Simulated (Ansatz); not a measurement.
# Cu: convergence and cost

One table from this session's results is given with a row withheld; the runs are named, their logs left out.

Method: DFT r2SCAN, scalar-relativistic, plane waves, PAW, in Ansatz 0.2.0.

**The system as given**

The structure is tetragonal, space group I4/mmm (No. 139). Conventional cell: a = 2.886 Å, b = 2.886 Å, c = 2.752 Å, α = 90.00°, β = 90.00°, γ = 90.00°. Around Cu (site symmetry 4/mmm) lie 10 Cu at 2.46 to 2.75 Å.

Structure file:

```cif
data_structure
_symmetry_space_group_name_H-M 'I4/mmm'
_symmetry_Int_Tables_number 139
_cell_length_a 2.8856
_cell_length_b 2.8856
_cell_length_c 2.7522
_cell_angle_alpha 90.000
_cell_angle_beta 90.000
_cell_angle_gamma 90.000
_cell_volume 22.92
loop_
_atom_site_label
_atom_site_type_symbol
_atom_site_symmetry_multiplicity
_atom_site_Wyckoff_symbol
_atom_site_fract_x
_atom_site_fract_y
_atom_site_fract_z
_atom_site_occupancy
Cu1 Cu 2 a 0.00000 0.00000 0.00000 1
```

Source of the structure: the Materials Project (structure only). It is taken as it stands there.

**The base input**

Input file input.yaml:

```yaml
crystal:
  lattice:
    - [-1.44279332, 1.44279332, 1.37608145]
    - [1.44279332, -1.44279332, 1.37608145]
    - [1.44279332, 1.44279332, -1.37608145]
  atoms:
    - { symbol: Cu, position: [0.0, 0.0, 0.0] }
basis:
  ecutwfc: 500
kpoints:
  mp_grid: { grid: [20, 20, 20] }
hamiltonian:
  xc: r2scan
scf:
  occupations: { method: gaussian, width: 0.1 }
output:
  forces: true
  stress: true
  eigenvalues: true
  populations: true
```

Its results, from an earlier run: -6631.1999 eV/atom at zero smearing, pressure 0.29 GPa, largest force 0.000 eV/Å, no gap on the mesh, in 7 SCF cycles and 4.8 s.

The first run:

Input file input.yaml:

```yaml
crystal:
  lattice:
    - [-1.44279332, 1.44279332, 1.37608145]
    - [1.44279332, -1.44279332, 1.37608145]
    - [1.44279332, 1.44279332, -1.37608145]
  atoms:
    - { symbol: Cu, position: [0.0, 0.0, 0.0] }
basis:
  ecutwfc: 500
kpoints:
  mp_grid: { grid: [1, 1, 1] }
hamiltonian:
  xc: r2scan
scf:
  occupations: { method: gaussian, width: 0.1 }
output:
  forces: true
  stress: true
  eigenvalues: true
```

Command:

```sh
ansatz run input.yaml --threads 1 --pin off --max-ram 2560MiB --backend cpu --events-out ev --progress --plain --runs-dir out
```

Among the steps run: K-point mesh: 1×1×1; K-point mesh set to 4×4×4; K-point mesh set to 6×6×6; K-point mesh: 8×8×8; K-point mesh: 10×10×10; K-point mesh: 12×12×12; K-point mesh set to 14×14×14; K-point mesh set to 16×16×16; K-point mesh: 22×22×22; K-point mesh: 26×26×26; K-point mesh set to 30×30×30.

One of the session's tables, all rows but one given; the rest of the session is left out.

| mesh | ΔE (meV/atom) | pressure (GPa) |
| --- | --- | --- |
| 1×1×1 | -10589 | -83.28 |
| 4×4×4 | ? | ? |
| 6×6×6 | 73.8 | 0.81 |
| 8×8×8 | 38.5 | 0.49 |
| 10×10×10 | 22.5 | 0.27 |
| 12×12×12 | 12.2 | 0.16 |
| 14×14×14 | 7.21 | 0.27 |
| 16×16×16 | 4.98 | 0.28 |
| 20×20×20 | 1.99 | 0.29 |
| 22×22×22 | 1.24 | 0.29 |
| 26×26×26 | 0.62 | 0.27 |
| 30×30×30 | 0.00 | 0.27 |

Estimate the missing values for 4×4×4.

**Answer.** ΔE (meV/atom): 207; pressure (GPa): -0.25. In the column «ΔE (meV/atom)» it is the highest.

Limits of these values: The error changes sign along the series, since a k mesh isn't variational, and a metal needs dense meshes to resolve its Fermi surface.
